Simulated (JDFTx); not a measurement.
Runs of JDFTx 1.7.0 (patched build) on Ni. Symmetry: Fm-3m, No. 225, cubic system. Conventional cell: a = 3.475 Å, b = 3.475 Å, c = 3.475 Å, α = 90.00°, β = 90.00°, γ = 90.00°. Ni (site symmetry m-3m) is surrounded by 12 Ni at 2.46 Å. 

| task | level | potentials or basis | k mesh | further solve for the empty bands | local potential set to -Z/r beyond | pseudo rcut | mesh quality | gap on the mesh (eV) | pressure (GPa) | moment (μB) | V0 of scaled cells (Å³/atom) | B0 (GPa) |
| --- | --- | --- | --- | --- | --- | --- | --- | --- | --- | --- | --- | --- |
| single point | PBEsol | PseudoDojo-SR-PBEsol-0.4.1-standard | 8 × 8 × 8 | no | - | - | coarse | none | -1.9 | 0.70 | - | - |
| equation of state | PBEsol | PseudoDojo-SR-PBEsol-0.4.1-standard with smoothed tails | 13 × 13 × 13 | - | 6 bohr | 6 | not flagged | - | - | - | 10.38 | (a) |
| equation of state | LDA | PseudoDojo-SR-LDA-0.4.1-standard | 13 × 13 × 13 | - | - | - | not flagged | - | - | - | 10.03 | 255 |
| equation of state | PBEsol | PseudoDojo-SR-PBEsol-0.4.1-standard | 13 × 13 × 13 | - | - | - | not flagged | - | - | - | 10.39 | 230 |
| single point | PBEsol | PseudoDojo-SR-PBEsol-0.4.1-standard with smoothed tails | 13 × 13 × 13 | yes | 6 bohr | 6 | not flagged | none | (b) | 0.63 | - | - |
| equation of state | PBE | PseudoDojo-SR-PBE-0.5-standard | 13 × 13 × 13 | - | - | - | not flagged | - | - | - | 10.90 | 199 |

Alike in all rows: spin collinear, ferromagnetic start; cell as given; cutoff (eV) 1333; smearing fermi-dirac 0.05 eV.

**Question.** Estimate the missing entries.

**Answer.** (a) 231; (b) -2.4.

Caveats: some runs use coarse meshes.

A k mesh can miss the band edges.

A gap of «none» marks a metal or a gap under the smearing width.

Not every run made on this cell is shown here.
